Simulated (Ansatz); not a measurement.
Al:

```xyz
2
Lattice="2.8125 0.0000 0.0000 -1.4062 2.4357 0.0000 0.0000 0.0000 4.8669" Properties=species:S:1:pos:R:3 pbc="T T T"
Al    0.0000    1.6238    1.2167
Al    1.4062    0.8119    3.6501
```

This isn't the form of Al at room conditions, which is fcc.

| Item | Value |
| --- | --- |
| Program | Ansatz 0.2.0 |
| Task | relaxation of cell and atoms |
| Functional | PBE |
| Potentials or basis | all-electron LAPW, scalar-relativistic |
| Basis error allowed | 0.001 eV/atom |
| k mesh | 11 × 11 × 6 |
| Occupations | fermi-dirac, width 0.05 eV |
| Spin | no spin polarisation |

At the start: volume 16.67 Å³/atom.

How do energy, volume and symmetry change on relaxing?

Over 6 steps the energy falls by 9.4 meV/atom and the volume is 16.64 Å³/atom (-0.2 %); space group P6_3/mmc (No. 194, to 0.05 Å).

The path:
```csv
step,energy change (eV),largest force (eV/Å),volume (Å³)
1,0.0000,0.0000,33.34
2,-0.0176,0.0000,33.18
3,-0.0187,0.0000,33.37
4,-0.0189,0.0000,33.26
5,-0.0189,0.0000,33.27
6,-0.0189,0.0000,33.27
```

Final structure:
```
CELL_PARAMETERS angstrom
2.85397 0.00000 0.00000
-1.42699 2.47161 0.00000
0.00000 0.00000 4.71693
ATOMIC_POSITIONS crystal
Al 0.33333 0.66667 0.25000
Al 0.66667 0.33333 0.75000
```
